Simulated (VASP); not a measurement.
A run of VASP 6.6.1:

INCAR

```
SYSTEM = MoP
ALGO     = Normal         ! electronic algorithm
EDIFF    = 1E-7           ! SCF threshold, eV
ENCUT    = 500            ! plane-wave cutoff, eV
GGA      = PE             ! functional
ISIF     = 2              ! what is computed and relaxed
ISMEAR   = 0              ! smearing method
LASPH    = .True.         ! aspherical terms in the spheres
LCHARG   = .False.        ! write CHGCAR
LREAL    = .False.        ! projectors in reciprocal space
LWAVE    = .False.        ! write WAVECAR
NBANDS   = 16             ! bands
NELM     = 80             ! most SCF steps
PREC     = Accurate       ! precision mode
SIGMA    = 0.02           ! smearing width, eV
```

File KPOINTS:

```
k-points
0
Gamma
  5 5 4
  0 0 0
```

File POSCAR:

```
MoP
1.0
    3.2230000000      0.0000000000      0.0000000000
   -1.6115000000      2.7911998764      0.0000000000
    0.0000000000      0.0000000000      3.1910000000
Mo P
1 1
Direct
    0.0000000000      0.0000000000      0.0000000000
    0.3333333333      0.6666666667      0.5000000000
```

Potentials or basis: VASP PAW PBE potentials, release 64 (Mo_sv_GW, P_GW).

Run with:

```sh
$ cat potpaw_PBE.64/Mo_sv_GW/POTCAR potpaw_PBE.64/P_GW/POTCAR > POTCAR
$ mpirun -np 1 vasp_std > vasp.out
```

Hardware: 1 thread of Intel(R) Xeon(R) Platinum 8375C CPU @ 2.90GHz (Ice Lake), on a shared host.

**Question.** Estimate the wall time of this run.

**Answer.** Run time: 17 s on 1 thread of Intel(R) Xeon(R) Platinum 8375C CPU @ 2.90GHz (Ice Lake) (shared host), peak memory 0.14 GiB. Counts: scf iterations 13, k points 15.
